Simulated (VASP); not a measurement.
Here is a VASP 6.6.1 calculation.

INCAR

```
  PREC = Accurate
  ENCUT = 520
  EDIFF = 1E-6
  ISMEAR = 0
  SIGMA = 0.01
  LREAL = False
  LASPH = True
  NELM = 100
  ALGO = Normal
  ISIF = 2
  LWAVE = False
  LCHARG = False
  GGA = B5
  ALDAX = 1.0
  AGGAX = 1.0
  AGGAC = 1.0
  ALDAC = 0.0
  NBANDS = 17
```

Contents of KPOINTS:

```
Automatic mesh
0
Gamma
  5 5 5
```

Contents of POSCAR:

```
PbSe
1.0
    3.7843220000      0.0000000000      0.0000000000
    0.0000000000      3.7843220000      0.0000000000
    0.0000000000      0.0000000000      3.7843220000
Pb Se
1 1
Direct
    0.0000000000      0.0000000000      0.0000000000
    0.5000000000      0.5000000000      0.5000000000
```

Potentials or basis: VASP PAW PBE potentials, release 64 (Pb_d, Se).

Command:

```bash
$ cat potpaw_PBE.64/Pb_d/POTCAR potpaw_PBE.64/Se/POTCAR > POTCAR
$ mpirun -np 1 vasp_std > vasp.out
```

**Question.** What does it give for the pressure?

**Answer.** 4.4 GPa.

**Question.** Estimate the band gap on the k mesh.

**Answer.** 0.30 eV, indirect (least direct gap 1.41 eV).

Caveat: the PAW data sets were made with another functional, which shifts forces and pressure a little; spin-orbit coupling is left out, which as a rule narrows the gap of such compounds by several tenths of an eV; an odd mesh through Γ misses points on the zone boundary, where band edges often lie.
